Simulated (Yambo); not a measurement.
# TePb (Fm-3m) in Yambo: further runs

The runs below take TePb through optical spectrum, optical spectrum by the Bethe-Salpeter equation, G0W0 quasiparticle levels, with PBEsol.

Everything below comes from runs of Yambo 5.3.0. Logs are shortened: lines on timing, memory, paths and dates and some standing lists are left out, and cuts for length are marked.

## (1) The crystal as given

It takes space group Fm-3m (No. 225, cubic). The conventional cell has a = 6.462 Å, b = 6.462 Å, c = 6.462 Å, α = 90.00°, β = 90.00°, γ = 90.00°. Around Pb (site symmetry m-3m) lie 6 Te at 3.23 Å. Te (site symmetry m-3m) is surrounded by 6 Pb at 3.23 Å.

## (2) Optical spectrum, PBEsol

optics1.in reads:

```
optics
chi
Chimod= "HARTREE"
% BndsRnXd
 1 | 40 |
%
NGsBlkXd= 3 Ry
% LongDrXd
 1 | 0 | 0 |
%
% QpntsRXd
 1 | 1 |
%
% EnRngeXd
 0 | 20 | eV
%
% DmRngeXd
 0.1 | 0.1 | eV
%
ETStpsXd= 200
```

scf.in reads:

```
&CONTROL
  calculation = 'scf'
  prefix = 'pwscf'
  outdir = './tmp'
  pseudo_dir = './pseudo'
/
&SYSTEM
  ibrav = 0
  nat = 2
  ntyp = 2
  ecutwfc = 80
  nbnd = 22
  occupations = 'smearing'
  smearing = 'fd'
  degauss = 0.00367493
  force_symmorphic = .true.
/
&ELECTRONS
  conv_thr = 4d-10
  electron_maxstep = 120
  mixing_beta = 0.5
/
ATOMIC_SPECIES
Pb   207.2000 Pb.upf
Te   127.6000 Te.upf
CELL_PARAMETERS angstrom
   0.0000000000    3.2310000000    3.2310000000
   3.2310000000    0.0000000000    3.2310000000
   3.2310000000    3.2310000000    0.0000000000
ATOMIC_POSITIONS crystal
Pb     0.0000000000    0.0000000000    0.0000000000
Te     0.5000000000    0.5000000000    0.5000000000
K_POINTS automatic
8 8 8 0 0 0
```

nscf.in reads:

```
&CONTROL
  calculation = 'nscf'
  prefix = 'pwscf'
  outdir = './tmp'
  pseudo_dir = './pseudo'
/
&SYSTEM
  ibrav = 0
  nat = 2
  ntyp = 2
  ecutwfc = 80
  nbnd = 75
  occupations = 'fixed'
  force_symmorphic = .true.
/
&ELECTRONS
  conv_thr = 1d-08
  diago_full_acc = .true.
  diago_thr_init = 1d-06
/
ATOMIC_SPECIES
Pb   207.2000 Pb.upf
Te   127.6000 Te.upf
CELL_PARAMETERS angstrom
   0.0000000000    3.2310000000    3.2310000000
   3.2310000000    0.0000000000    3.2310000000
   3.2310000000    3.2310000000    0.0000000000
ATOMIC_POSITIONS crystal
Pb     0.0000000000    0.0000000000    0.0000000000
Te     0.5000000000    0.5000000000    0.5000000000
K_POINTS automatic
4 4 4 0 0 0
```

Potentials or basis: PseudoDojo 0.4.1 SR PBEsol standard.

On the command line:

```
OMP_NUM_THREADS=1 pw.x -in scf.in > scf.out
OMP_NUM_THREADS=1 pw.x -in nscf.in > nscf.out
cd tmp/pwscf.save; p2y; mv SAVE ../..; cd ../..
OMP_NUM_THREADS=1 yambo
OMP_NUM_THREADS=1 yambo -F optics1.in -J optics1 -C optics1_out
```

Yambo's report:

```text
[... sections 02.01 to 02.04 as in the set-up run ...]

[... 5 lines left out ...]
  [X] Bosonic    Temperature                        :  0.000000  0.000000 [eV K]
  [X] Finite Temperature mode                       : no
  [X] El. density                                   :  0.44471E+24 [cm-3]
  [X] Fermi Level                                   :  8.866157 [eV]

  [X] === Gaps and Widths ===
  [X] Conduction Band Min                           :  0.670360 [eV]
  [X] Valence Band Max                              :  0.000000 [eV]
  [X] Filled Bands                                  :  15
  [X] Empty Bands                                   :   16   75
  [X] Direct Gap                                    :  0.670360 [eV]
  [X] Direct Gap localized at k                     :  3
  [X] Indirect Gap                                  :  0.670360 [eV]
  [X] Indirect Gap between kpts                     :  3  3
  [X] Last valence band width                       :  2.794884 [eV]
  [X] 1st conduction band width                     :  3.413149 [eV]

 [03] Transferred momenta grid and indexing
 ==========================================

 IBZ Q-points                                      :   8
 BZ  Q-points                                      :   64

 K/Q-points units:
 rlu = crystal or reduced units; cc = cartesian coordinates; iku = interal k-units

 Q [1]          [rlu]:  0.000000  0.000000  0.000000
 Q [2]          [rlu]:  0.12654E-17  0.12654E-17  0.25000
 Q [3]          [rlu]: -0.25308E-17 -0.25308E-17 -0.50000
 Q [4]          [rlu]:  0.72382E-17  0.25000      0.25000
 Q [5]          [rlu]:  0.11223E-16  0.25000      0.50000
 Q [6]          [rlu]: -0.25308E-17  0.25000     -0.25000
 Q [7]          [rlu]: -0.14476E-16 -0.50000     -0.50000
 Q [8]          [rlu]:  0.250000 -0.500000 -0.250000

 [WARNING] [Xd] User bands 1-40 break level degeneracy

 [04] Dipoles
 ============

  [04.01] Setup: observables and procedures
  =========================================

  [WF-Oscillators/G space/Transverse up loader] Normalization (few states)  min/max  :  0.48706E-18   1.0000

  [WR./optics1//ndb.dipoles]------------------------------------------------------
   Brillouin Zone Q/K grids (IBZ/BZ)                :    8   64    8   64
   RL vectors                                       :   6615 [WF]
   Fragmentation                                    : yes
   Electronic Temperature                           :  0.000000 [K]
   Bosonic    Temperature                           :  0.000000 [K]
   DIP band range                                   :    1   40
   DIP band range limits                            :  15  16
   DIP e/h energy range                             : -1.000000 -1.000000 [eV]
   RL vectors in the sum                            :   6615
   [r,Vnl] included                                 : yes
   Bands ordered                                    : yes
   Direct v evaluation                              : no
   Approach used                                    : G-space v
   Dipoles computed                                 : R V P [G-space]
   Wavefunctions                                    : Perdew, Burke & Ernzerhof SOL(X)+Perdew, Burke & Ernzerhof SOL(C)

  [WARNING] [r,Vnl^pseudo] included in position and velocity dipoles.

  [WARNING] In case H contains other non local terms, these are neglected

 [05] Optics
 ===========

 [X-CG] R(p) Tot o/o(of R):   1696  24000    100
```

Run time: 94 s. Hardware: 1 thread of Arm Neoverse V1, shared host; peak memory 0.35 GiB.

Results:

| Quantity | Value |
| --- | --- |
| Band gap on the k mesh, mean-field level | 0.67 eV, direct |
| Electronic dielectric constant along the field | 41.58 |
| Electronic dielectric constant along the field, independent particles | 44.81 |

Dielectric function (along the field direction of the input):
```csv
energy (eV),real part,imaginary part
0.30,43.83,3.56
0.80,43.70,12.60
1.31,10.81,85.68
1.81,16.09,23.76
2.31,-9.42,35.35
2.81,-18.93,24.92
3.32,-16.33,9.30
3.82,-11.14,4.48
4.32,-7.06,1.38
4.82,-2.88,0.96
5.33,-1.47,5.69
5.83,-1.37,1.60
6.33,-2.59,2.22
6.83,-0.26,1.55
7.34,-2.38,5.38
7.84,-2.05,1.90
8.34,-2.80,2.39
8.84,-1.30,0.60
9.35,-0.93,1.42
9.85,-0.29,1.08
10.35,-0.25,1.41
10.85,-1.32,0.85
11.36,-0.44,0.48
11.86,-0.47,0.39
12.36,0.04,0.42
12.86,-0.17,0.56
13.37,-0.31,0.67
13.87,0.03,0.30
14.37,-0.02,0.18
14.87,0.16,0.27
15.38,0.41,0.15
15.88,0.63,0.24
16.38,0.49,0.38
16.88,0.50,0.29
17.39,0.75,0.42
17.89,0.45,0.50
18.39,0.69,0.42
18.89,0.56,0.32
19.40,0.44,0.25
20.00,0.64,0.31
```

Caveat: the k mesh is coarse (spacing up to 0.42 Å⁻¹), so the values aren't converged; spectra need much finer meshes, so this one isn't converged; these spectra lack excitons; spin-orbit coupling is left out, which as a rule narrows the gap of such compounds by several tenths of an eV. A k mesh can miss the band edges.

## (3) Optical spectrum by the Bethe-Salpeter equation, PBEsol

bse2.in reads:

```
optics
bse
bss
rim_cut
em1s
RandQpts= 1000000
RandGvec= 50 RL
Chimod= "HARTREE"
% BndsRnXs
 1 | 40 |
%
NGsBlkXs= 5 Ry
% LongDrXs
 1 | 0 | 0 |
%
BSKmod= "SEX"
BSEmod= "retarded"
BSSmod= "d"
% BSEQptR
 1 | 1 |
%
% BSEBands
 14 | 17 |
%
BSENGexx= 20 Ry
BSENGBlk= 5 Ry
% BEnRange
 0 | 20 | eV
%
% BDmRange
 0.1 | 0.1 | eV
%
BEnSteps= 200
% BLongDir
 1 | 0 | 0 |
%
BSEprop= "abs"
WRbsWF
% KfnQP_E
 0.35 | 1.0 | 1.0 |
%
```

scf.in is that of step 2.

nscf.in is that of step 2.

Potentials or basis: PseudoDojo 0.4.1 SR PBEsol standard.

On the command line:

```
OMP_NUM_THREADS=1 pw.x -in scf.in > scf.out
OMP_NUM_THREADS=1 pw.x -in nscf.in > nscf.out
cd tmp/pwscf.save; p2y; mv SAVE ../..; cd ../..
OMP_NUM_THREADS=1 yambo
mkdir -p bse2; ln -s $PWD/g0w00/ndb.RIM bse2/
OMP_NUM_THREADS=1 yambo -F bse2.in -J bse2 -C bse2_out
OMP_NUM_THREADS=1 ypp -J bse2 -C bse2_out -e s -b 1
```

Yambo's report:

```text
[... sections 02.01 to 02.04 as in the set-up run ...]

[... 5 lines left out ...]
  [X] Bosonic    Temperature                        :  0.000000  0.000000 [eV K]
  [X] Finite Temperature mode                       : no
  [X] El. density                                   :  0.44471E+24 [cm-3]
  [X] Fermi Level                                   :  8.866157 [eV]

  [X] === Gaps and Widths ===
  [X] Conduction Band Min                           :  0.670360 [eV]
  [X] Valence Band Max                              :  0.000000 [eV]
  [X] Filled Bands                                  :  15
  [X] Empty Bands                                   :   16   75
  [X] Direct Gap                                    :  0.670360 [eV]
  [X] Direct Gap localized at k                     :  3
  [X] Indirect Gap                                  :  0.670360 [eV]
  [X] Indirect Gap between kpts                     :  3  3
  [X] Last valence band width                       :  2.794884 [eV]
  [X] 1st conduction band width                     :  3.413149 [eV]

 [03] Transferred momenta grid and indexing
 ==========================================

 [BZ sampling] Q-grid is User defined and/or read from the database

 IBZ Q-points                                      :   8
 BZ  Q-points                                      :   64

 K/Q-points units:
 rlu = crystal or reduced units; cc = cartesian coordinates; iku = interal k-units

 Q [1]          [rlu]:  0.000000  0.000000  0.000000
 Q [2]          [rlu]:  0.12654E-17  0.12654E-17  0.25000
 Q [3]          [rlu]: -0.25308E-17 -0.25308E-17 -0.50000
 Q [4]          [rlu]:  0.72382E-17  0.25000      0.25000
 Q [5]          [rlu]:  0.11223E-16  0.25000      0.50000
 Q [6]          [rlu]: -0.25308E-17  0.25000     -0.25000
 Q [7]          [rlu]: -0.14476E-16 -0.50000     -0.50000
 Q [8]          [rlu]:  0.250000 -0.500000 -0.250000

  [03.01] X + BSE indexes
  =======================

   [03.01.01] Sigma indexes
   ========================

   [WR./SAVE//ndb.kindx]-----------------------------------------------------------
    Fragmentation                                    : no
    Polarization last K ( bz)                        :   64
    Polarization last K (ibz)                        :   8
    QP states                                        :   1   8
    X grid is uniform                                : yes
    Grids (string)                                   :  X B S
    Grids (int-vector)                               :  1  1  0  1

 [04] Coloumb potential Random Integration (RIM)
 ===============================================

 Summary of Coulomb integrals for non-metallic bands |Q|[au] RIM/Bare

 Q [1] 0.100000E-4 0.997530 * Q [2] 0.222800 1.068455
 Q [4] 0.257267 1.068048 * Q [6] 0.363830 1.030576
 Q [5] 0.426629 1.023062 * Q [3] 0.445599 1.020719
 Q [7] 0.514534 1.016898 * Q [8] 0.575266 1.013869

 [WARNING] [Xs] User bands 1-40 break level degeneracy

 [WARNING] [BS] User bands 14-17 break level degeneracy

 [05] External/Internal QP corrections
 =====================================

 [QP_apply] Action to be applied: USER defined scissor

  [05.01]  QP corrections report
  ==============================

  [K+QP] === General ===
  [K+QP] Electronic Temperature                     :  0.000000  0.000000 [eV K]
  [K+QP] Bosonic    Temperature                     :  0.000000  0.000000 [eV K]
  [K+QP] Finite Temperature mode                    : no
  [K+QP] El. density                                :  0.44471E+24 [cm-3]
  [K+QP] Fermi Level                                :  0.000000 [eV]

  [K+QP] === Gaps and Widths ===
[... 128 lines left out ...]
 [X-CG] R(p) Tot o/o(of R):   3150  24000    100

 [08] Bethe Salpeter Equation driver
 ===================================

  [08.01] Bethe Salpeter Equation @q1
  ===================================

   [08.01.01] Transition pre-analysis @q1
   ======================================

   [08.01.02] Transition Groups build-up @q1
   =========================================

   [BSK] Transition groups (total):   8
   [BSK] Size (resonant):  256
   [BSK]         (total):  256
   [BSK] N. of matrices :  1

   [08.01.03] Loading Dipoles @q1
   ==============================

   [08.01.04] Independent Particles properties @q1
   ===============================================

   [08.01.05] BSE Kernel @q1 (Resonant CORRRELATION EXCHANGE)
   ==========================================================

   [BSE] Exchange components :   725
   [BSE] Correlation components :    89   387

    [08.01.05.01] Screened interaction header I/O
    =============================================

    [08.01.05.02] Main kernel loop
    ==============================

    [WR./bse2//ndb.BS_Q1_CPU_0]-----------------------------------------------------
     Brillouin Zone Q/K grids (IBZ/BZ)                :    8   64    8   64
     RL vectors                                       :   6615 [WF]
     Coulomb cutoff potential                         : none
     Parallel CPUs
     Parallel Roles
     Fragmentation                                    : no
     BS kernel          wavefunctions                 : Perdew, Burke & Ernzerhof SOL(X)+Perdew, Burke & Ernzerhof SOL(C)
     Static diel. fun.  energies                      : Perdew, Burke & Ernzerhof SOL(X)+Perdew, Burke & Ernzerhof SOL(C)
     wavefunctions                                    : Perdew, Burke & Ernzerhof SOL(X)+Perdew, Burke & Ernzerhof SOL(C)
     [K] Identifier                                   :   4891
     [K] Dimension                                    :  256
     [K] Bands                                        :  14  17
     [K] Exchange                                     : yes [res]
     [K] Correlation                                  : yes [res]
     [K] Kernel`s coupling                            : no
     [K] Exchange                                     : no [cpl]
     [K] Correlation                                  : no [cpl]
     [K] W interaction is bare                        : no
     [K] ALDA kernel in R-space                       : no
     [K] RL vectors                                   :   725 [exchange]
     [K] RL vectors                                   :   89 [correlation]
     [K] E/h energy range                             : -1.000000 -1.000000 [eV]
     [K] Coupling range                               :  100.0000  100.0000 [o/o]
     [W] Interaction is diagonal                      : no
     [W] Matrix size                                  :   89
     [W] Bands                                        :    1   40
     [W] e/h energy range                             : -1.000000 -1.000000 [eV]
     [W] Poles                                        :  100.0000 [o/o]
     [W] RL vectors in the sum                        :   6615
     [W] [r,Vnl] included                             : yes
     [W] Field direction                              :  0.100000E-4   0.00000      0.00000
     [W] Coulomb Cutoff                               : none
     [W] Hxc Kernel                                   : HARTREE
     [RIM] RL components                              :   51 [col]
     [RIM] Random points                              :  1000000 [col]
     [SOC] Perturbative SOC                           : no
     [K] Kernel long-range exchange                   : BAR

    [08.01.05.03] Wave-Function Phases
    ==================================

    [BSE] WF phases found       :  51.69271 [o/o]

   [08.01.06] BSE solver(s) @q1
   ============================

   [08.01.07] Diago Solver @q1
   ===========================

   [WR./bse2//ndb.BS_diago_Q1]-----------------------------------------------------
    BS kernel          energies                      : Perdew, Burke & Ernzerhof SOL(X)+Perdew, Burke & Ernzerhof SOL(C)+ user defined corrections @E
    [K] Identifier                                   :   4891
    [K] Dimension                                    :  256
    [K] Bands                                        :  14  17
    [K] Exchange                                     : yes [res]
    [K] Correlation                                  : yes [res]
    [K] Kernel`s coupling                            : no
    [K] Exchange                                     : no [cpl]
    [K] Correlation                                  : no [cpl]
    [K] W interaction is bare                        : no
    [K] ALDA kernel in R-space                       : no
    [K] RL vectors                                   :   725 [exchange]
    [K] RL vectors                                   :   89 [correlation]
    [K] E/h energy range                             : -1.000000 -1.000000 [eV]
    [K] Coupling range                               :  100.0000  100.0000 [o/o]
    [W] Interaction is diagonal                      : no
    [W] Matrix size                                  :   89
    [W] Bands                                        :    1   40
    [W] e/h energy range                             : -1.000000 -1.000000 [eV]
    [W] Poles                                        :  100.0000 [o/o]
    [W] RL vectors in the sum                        :   6615
    [W] [r,Vnl] included                             : yes
    [W] Field direction                              :  0.100000E-4   0.00000      0.00000
    [W] Coulomb Cutoff                               : none
    [W] Hxc Kernel                                   : HARTREE
    [RIM] RL components                              :   51 [col]
    [RIM] Random points                              :  1000000 [col]
    [SOC] Perturbative SOC                           : no
    [K] Kernel long-range exchange                   : BAR
    [BSS] Eigenstates included                       : yes
    [BSS] Field direction                            :  0.100000E-4   0.00000      0.00000
    [BSS] Eigenstates computed                       :  256
    [BSS] Number of BSE matrices                     :  1
```

Wall time 2.6 min (1 thread of Arm Neoverse V1, shared host); peak memory 0.34 GiB.

What came out:

```
Band gap on the k mesh, mean-field level : 0.67 eV, direct
Exciton binding energy                   : 0.03 eV
Lowest exciton energy                    : 0.99 eV
Lowest bright exciton energy             : 0.99 eV
```

Dielectric function (along the field direction of the input):
```csv
energy (eV),real part,imaginary part
0.30,24.05,0.57
1.31,33.40,10.00
2.31,-12.03,58.76
3.32,-15.00,6.36
4.42,-6.09,1.51
5.43,0.49,2.14
6.43,-3.70,3.86
7.54,-1.60,0.12
8.54,-0.77,0.06
9.55,-0.49,0.08
10.65,-0.08,0.02
11.66,0.12,0.02
12.66,0.27,0.01
13.77,0.39,0.01
14.77,0.48,0.01
15.78,0.54,0.01
16.88,0.60,0.00
17.89,0.65,0.00
18.89,0.69,0.00
20.00,0.72,0.00
```

Lowest exciton energies (eV): 0.99, 0.99, 0.99, 0.99, 1.55, 1.55, 1.56, 1.57

Excitons:
| energy (eV) | strength (relative to the strongest) |
| --- | --- |
| 0.990 | 4.7e-13 |
| 0.993 | 1e-06 |
| 0.993 | 0.31 |
| 0.993 | 3.3e-05 |
| 1.548 | 6.2e-10 |
| 1.553 | 0.81 |
| 1.556 | 3.4e-07 |
| 1.565 | 2.1e-12 |
| 1.833 | 6.9e-11 |
| 1.842 | 0.36 |
| 1.845 | 5.1e-07 |
| 1.851 | 4.9e-13 |

Caveat: the k mesh is coarse (spacing up to 0.42 Å⁻¹), so the values aren't converged; the scissor is the correction of the direct gap in an earlier G0W0 run on the same states; exciton energies and binding change strongly with the k mesh and aren't converged on this one; spectra need much finer meshes, so this one isn't converged; spin-orbit coupling is left out, which as a rule narrows the gap of such compounds by several tenths of an eV.

[end of part 1 of 2]
